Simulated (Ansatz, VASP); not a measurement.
ZnS (Wurtzite-2H): VASP beside Ansatz

```
CELL_PARAMETERS angstrom
3.81100 0.00000 0.00000
-1.90550 3.30042 0.00000
0.00000 0.00000 6.23400
ATOMIC_POSITIONS crystal
Zn 0.66667 0.33333 0.50000
Zn 0.33333 0.66667 0.00000
S 0.66667 0.33333 0.88500
S 0.33333 0.66667 0.38500
```

Alike in both runs: task single point; functional PBE; k mesh 8 × 8 × 5; occupations gaussian, width 0.012 eV; no spin polarisation.

```csv
,VASP,Ansatz
version,VASP 6.6.1,Ansatz 0.2.0
potentials or method,"VASP PAW PBE potentials, release 64 (Zn, S)",Ansatz PAW
plane-wave cutoff (eV),520,420
valence electrons in the cell,36,36
```

|  | VASP | Ansatz | Ansatz less VASP |
| --- | --- | --- | --- |
| gap on the k mesh at the Fermi level (eV) | 2.25 | 2.25 | -0.006 |
| least direct gap on the mesh (eV) | 2.25 | 2.25 | -0.006 |
| pressure (GPa) | 2.2 | 2.3 | +0.09 |
| largest component of the traceless stress (GPa) | 1.38 | 1.35 | -0.027 |
| rms of the force components (eV/Å) | 0.186 | 0.184 | -0.0020 |

Atom by atom the forces differ by 0.002 eV/Å (rms over components).

Caveats: odd divisions of the mesh miss points on the zone boundary, where band edges often lie, so the gap on the mesh can be too wide (Ansatz). PBE gaps usually lie below the measured ones, often by a third to a half.
